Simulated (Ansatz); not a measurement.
# CdTe under pressure: fit and missing row

CdTe, F-43m, a = 6.619 Å. Ansatz: PBE, PAW, 420 eV, Γ-centred 10×10×10 mesh on 2 atoms, Gaussian smearing 0.02 eV; no spin polarisation. Cell and atoms are relaxed at each pressure, and no other structure is tried; the real crystal is known to change phase within this range, so the rows at high pressure are metastable.

| V (Å³/atom) | P (GPa) |
| --- | --- |
| ? | 40.00 |
| 27.190 | 20.01 |
| 30.158 | 9.99 |
| 32.478 | 5.00 |
| 34.484 | 1.96 |
| 36.253 | -0.02 |
| 38.795 | -2.04 |

Problem. Take V0 = 36.253 Å³/atom, count pressures from its P0 = -0.02 GPa, fit the third-order Birch–Murnaghan form to the other rows, and predict the missing volume.

Solution. With the Eulerian strain f = ½[(V0/V)^(2/3) − 1] and y = (P − P0)/[3f(1 + 2f)^(5/2)], the form is the line y = B0 + 1.5 B0 (B0′ − 4) f. Rows (f, y): 0.10570, 39.1; 0.06528, 37.6; 0.03803, 36.6; 0.01696, 35.8; -0.02209, 34.1. Means f = 0.04078, y = 36.640; Σ(Δf)² = 0.009342, ΣΔfΔy = 0.3630; the slope is their ratio. y = 35.06 + 38.86 f GPa, so B0 = 35.1 GPa and B0′ = 4 + 2 × (38.86)/(3 × 35.06) = 4.74. P = 40.00 GPa is met at f = 0.16082 (y = 41.31), so V = V0 (1 + 2f)^(−3/2) = 23.860 Å³/atom. The run gave 23.830 Å³/atom, so the fit is 0.030 Å³/atom too high, 0.2 % of the span of the series, against an rms of 0.006 Å³/atom on the fitted rows. The row lies outside the fitted range. A fourth-order term fitted to the same rows gives P = 39.81 GPa at this row's volume (the line 40.25, the run 40.00), which recovers part of the miss.